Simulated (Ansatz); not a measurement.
## Eigenvalues along a path: Mn (sc type)

```yaml
crystal:
  lattice:
    - [2.19180, 0.00000, 0.00000]
    - [0.00000, 2.19180, 0.00000]
    - [0.00000, 0.00000, 2.19180]
  atoms:
    - { symbol: Mn, position: [0.00000, 0.00000, 0.00000] }
```

The cell comes from a relaxation on PAW files under the same functional, begun from a prototype that needn't be the stable phase.

Computed with Ansatz 0.2.0; functional PBE, scalar-relativistic. Settings: a Γ-centred 16×16×16 k mesh, Fermi–Dirac smearing of 0.1 eV, spin-polarised from start moments Mn 3 μB. Methods: LAPW: all electrons, basis error target 1 meV/atom.

This run: volume at 0.88 of the series' base cell.

Antiferromagnetic order, which Cr and Mn prefer near zero pressure, wasn't tried. The start moments died away, and the runs ended non-magnetic.

Path points, in fractions of the reciprocal vectors: Γ (0.000, 0.000, 0.000), X (0.000, 0.500, 0.000), M (0.500, 0.500, 0.000), R (0.500, 0.500, 0.500). The distance column jumps between branches of the path. Levels in eV from the Fermi level; bands 5 to 11, counted from the lowest band of the run. The gap is zero, the pressure 34.1 GPa.

```
# k(1/Å) point b5 b6 b7 b8 b9 b10 b11
0.000 Γ -8.63 -4.33 -4.33 1.98 1.98 1.98 21.87
0.179 - -8.49 -4.30 -4.23 1.88 1.88 1.99 20.50
0.358 - -8.07 -4.22 -3.92 1.62 1.62 2.01 18.01
0.538 - -7.44 -4.08 -3.44 1.23 1.23 2.04 15.43
0.717 - -6.64 -3.92 -2.84 0.80 0.80 2.08 13.03
0.896 - -5.75 -3.76 -2.20 0.40 0.40 2.12 10.93
1.075 - -4.90 -3.61 -1.66 0.07 0.07 2.15 9.24
1.254 - -4.23 -3.51 -1.30 -0.14 -0.14 2.17 8.13
1.433 X -3.97 -3.48 -1.19 -0.22 -0.22 2.18 7.73
1.613 - -3.84 -3.37 -1.81 -0.20 0.43 2.10 7.73
1.792 - -3.60 -2.93 -2.71 -0.15 1.42 1.87 7.71
1.971 - -3.57 -3.38 -2.07 -0.07 1.54 2.45 7.68
2.150 - -4.35 -3.15 -0.90 0.02 1.17 3.52 7.61
2.329 - -5.00 -2.93 0.11 0.44 0.81 4.58 7.47
2.508 - -5.48 -2.75 0.19 0.52 1.80 5.59 7.23
2.688 - -5.79 -2.62 0.24 0.33 2.93 6.39 6.91
2.867 M -5.89 -2.57 0.26 0.26 3.42 6.72 6.72
3.120 - -5.69 -2.66 0.29 0.32 2.59 5.54 7.64
3.373 - -5.18 -2.92 0.40 0.50 1.11 3.29 9.41
3.627 - -4.76 -3.20 -0.38 0.59 0.77 1.26 11.42
3.880 - -5.24 -3.26 -1.71 0.26 0.88 1.09 13.58
4.134 - -6.38 -3.56 -2.82 0.53 1.23 1.42 15.87
4.387 - -7.54 -3.96 -3.65 1.24 1.59 1.71 18.24
4.640 - -8.34 -4.24 -4.16 1.79 1.87 1.91 20.56
4.894 Γ -8.63 -4.33 -4.33 1.98 1.98 1.98 21.87
5.204 - -8.20 -4.13 -4.13 1.76 1.81 1.81 20.72
5.514 - -7.03 -3.53 -3.53 1.27 1.29 1.29 18.85
5.825 - -5.50 -2.61 -2.61 0.47 0.47 1.04 17.31
6.135 - -4.44 -1.71 -1.71 -0.28 -0.28 2.09 16.31
6.445 - -4.19 -2.22 -2.22 0.52 0.52 4.85 15.82
6.756 - -4.18 -3.16 -3.16 1.92 1.92 8.56 14.61
7.066 - -4.11 -3.83 -3.83 3.08 3.08 11.90 13.84
7.376 R -4.07 -4.07 -4.07 3.54 3.54 12.02 15.82
7.630 - -4.13 -3.94 -3.84 3.09 3.37 12.14 14.41
7.883 - -4.26 -3.58 -3.21 1.97 2.84 11.17 12.09
8.136 - -4.33 -3.01 -2.31 0.61 1.92 9.06 10.12
8.390 - -4.21 -2.30 -1.52 -0.72 0.90 6.85 8.81
8.643 - -3.81 -1.87 -1.85 -1.55 0.87 4.72 8.10
8.897 - -3.10 -2.90 -2.75 -0.87 1.52 2.74 7.80
9.150 - -3.69 -3.29 -2.11 -0.39 0.97 2.01 7.73
9.403 X -3.97 -3.48 -1.19 -0.22 -0.22 2.18 7.73
11.430 R -4.07 -4.07 -4.07 3.54 3.54 12.02 15.82
11.610 - -4.15 -3.95 -3.95 3.23 3.54 12.13 15.16
11.789 - -4.38 -3.62 -3.62 2.41 3.52 12.41 13.80
11.968 - -4.70 -3.09 -3.09 1.29 3.50 12.28 12.28
12.147 - -5.06 -2.38 -2.38 0.10 3.48 10.76 10.76
12.326 - -5.39 -1.57 -1.57 -0.98 3.46 9.32 9.32
12.505 - -5.66 -1.84 -0.72 -0.72 3.44 8.04 8.04
12.685 - -5.83 -2.38 -0.03 -0.03 3.43 7.09 7.09
12.864 M -5.89 -2.57 0.26 0.26 3.42 6.72 6.72
```
